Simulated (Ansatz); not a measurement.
# A series in volume per atom on HgTe

Periodic Kohn-Sham DFT of a crystal at fixed atoms; pressure and stress are positive in compression; the energy is the free energy less that of spherical unpolarised free atoms; site moments are those in the method's own spheres, positive along +z. The results are calculated, by Ansatz 0.2.0.

Cell of the first row (space group F-43m, No. 216):
```
cell vectors (Å)
   0.0000     3.1577     3.1577
   3.1577     0.0000     3.1577
   3.1577     3.1577     0.0000
atoms (fractions of the cell vectors)
Hg  0.00000  0.00000  0.00000
Te  0.75000  0.75000  0.75000
```

Settings of every row: method all-electron LAPW; functional PBEsol; relativity scalar; k mesh 9x9x9; filling fermi-dirac; smearing width 0.05 eV; basis error target 0.5 meV/atom; nucleus gaussian.

Atom start moment: 0 on all atoms.

Limits: no spin-orbit coupling on heavy atoms.

| row | volume per atom (Å³) | pressure (GPa) | energy less free atoms (eV/atom) |
| --- | --- | --- | --- |
| 1 | 31.486 | 4.854 | -2.1452 |
| 2 | 32.155 | 3.535 | -2.1627 |
| 3 | 32.825 | 2.365 | -2.1749 |
| 4 | 33.16 | 1.831 | -2.1793 |
| 5 | 33.495 | 1.327 | -2.1826 |
| 6 | 33.83 | 0.853 | -2.1849 |
| 7 | 34.165 | 0.407 | -2.1862 |
| 8 | 34.835 | ? | ? |
| 9 | 35.505 | -1.134 | -2.1829 |

Question: what pressure and energy less free atoms should row 8 give?

Worked fit of pressure. Take u = (V_r/V)^(2/3) − 1 with V_r = 33.328 Å³ an atom, which is twice the finite (Eulerian) strain; such expansions in the strain, on which the Birch-Murnaghan equation of state is built, carry the rest volume and the bulk modulus. The shown rows have u = 0.03863, 0.02417, 0.01019, 0.00337, -0.00333, -0.00992, -0.0164, -0.04131. Least squares give pressure = 1.5745 + 75.089 × u + 242.54 × u² + 291 × u³ GPa; a parabola predicts inner rows, each left out in turn, worse (root mean square 0.0045 against 0.00044 GPa). The rows lie off it by 0.000, 0.000, 0.000, 0.001, 0.000, 0.000, 0.000, 0.000. The pressure vanishes at u = -0.0226, or V = 34.49 Å³ an atom, and there the bulk modulus at fixed shape and fractions is B = −V dP/dV = (2/3)(1 + u) dP/du = 42.1 GPa. The withheld row has u = -0.02905, so the fit gives 1.5745 + 75.089 × (-0.02905) + 242.54 × (-0.02905)² + 291 × (-0.02905)³ = -0.409 GPa.

The calculation gave -0.41 GPa. The fit lies 0.001 GPa (0.017 % of the column's range) above it, one unit of the last digit.

Worked fit of energy less free atoms. Take u = (V_r/V)^(2/3) − 1 with V_r = 33.328 Å³ an atom, which is twice the finite (Eulerian) strain; such expansions in the strain, on which the Birch-Murnaghan equation of state is built, carry the rest volume and the bulk modulus. The shown rows have u = 0.03863, 0.02417, 0.01019, 0.00337, -0.00333, -0.00992, -0.0164, -0.04131. Least squares give energy less free atoms = −2.18109 + 0.4911 × u + 11.088 × u² + 6.3 × u³ eV/atom; a parabola predicts inner rows, each left out in turn, worse (root mean square 0.0001 against 4.1e-05 eV/atom). All shown rows lie on it to the printed digit. Its lowest point lies at u = -0.0226, or V = 34.49 Å³ an atom, and the curvature there gives the bulk modulus at fixed shape and fractions, B = (4/9)(1 + u)² E″(u)/V = 42.1 GPa. The withheld row has u = -0.02905, so the fit gives −2.18109 + 0.4911 × (-0.02905) + 11.088 × (-0.02905)² + 6.3 × (-0.02905)³ = -2.1862 eV/atom.

The calculation gave -2.1862 eV/atom. The fit meets it to the printed digit.
